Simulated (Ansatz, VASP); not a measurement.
AlN in VASP and in Ansatz

```
Al N
1.0
     3.08862    0.00000   -0.30886
    -1.54431    2.67482    0.15443
    -0.49436    0.00000    4.74584
Al N
2 2
Direct
  0.34456 0.66616 0.99944
  0.67840 0.33384 0.49944
  0.32657 0.67610 0.38556
  0.65047 0.32390 0.88556
```

Change from the starting cell: engineering shear strain xz -0.2000, normal strain along z -0.0400.

Alike in both runs: functional LDA; k mesh 9 × 9 × 6; occupations gaussian, width 0.05 eV; no spin polarisation.

Ansatz relaxed the structure, and its values are those at the end. VASP's run is a single point on that final structure, the one shown.

|  | VASP | Ansatz |
| --- | --- | --- |
| version | VASP 6.6.1 | Ansatz 0.2.0 |
| potentials or method | VASP PAW LDA potentials, release 64 (Al, N) | scalar-relativistic, plane waves, PAW |
| plane-wave cutoff (eV) | 520 | 520 |
| valence electrons in the cell | 16 | 16 |

VASP gave:

- gap on the k mesh at the Fermi level (eV): 3.49
- least direct gap on the mesh (eV): 3.49
- pressure (GPa): 10.5
- rms of the force components (eV/Å): 0.014

**Question.** Estimate Ansatz's values.

**Answer.** gap on the k mesh at the Fermi level (eV): 3.49; least direct gap on the mesh (eV): 3.49; pressure (GPa): 9.7; rms of the force components (eV/Å): 0.000.

Ansatz warned: «pseudo_functional_mismatch».

Caveats: an odd mesh through Γ misses points on the zone boundary, where band edges often lie.
